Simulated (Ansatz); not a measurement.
TiO2:

```xyz
12
Lattice="-2.9732 3.2874 3.2874 2.9732 -3.2874 3.2874 2.9732 3.2874 -3.2874" Properties=species:S:1:pos:R:3 pbc="T T T"
Ti    1.4866   -1.6437    1.6437
Ti    1.4866    1.6437   -1.6437
Ti    0.0000    1.6437    1.6124
Ti    2.9732    1.6437    1.6750
O     1.4875    1.6437    2.9263
O     1.4857    4.9311   -0.3611
O     0.0000    0.3609    4.9286
O     2.9732   -0.3609    1.6412
O     0.0000    3.6483    1.6462
O     1.4875   -1.6437    3.6485
O     2.9732    2.9264   -1.6412
O     1.4857    1.6437    0.3611
```

The cell is a database's computed one.

Base run:

```yaml
Program: Ansatz 0.2.0
Functional: PBE
Potentials_or_basis: Ansatz PAW
Cutoff: "420 eV (not typed: the program's choice for these potentials)"
k_mesh: 6 × 6 × 6
Occupations: fermi-dirac, width 0.05 eV
Spin: no spin polarisation
Hubbard_terms: Ti d U = 2 eV
```

Its results: band gap on the k mesh 2.05 eV; pressure 0.2 GPa; largest force 0.063 eV/Å.

Task: After a change of settings the same cell gave: band gap on the k mesh 2.15 eV; pressure 1.1 GPa; largest force 0.089 eV/Å. Which change was it?
A. hubbard terms from Ti d U = 2 eV to Ti d U = 4 eV
B. hubbard terms from Ti d U = 2 eV to Ti d U = 3 eV
C. hubbard terms from Ti d U = 2 eV to none; hubbard projectors from ortho-atomic (the default) to none

Result: B.
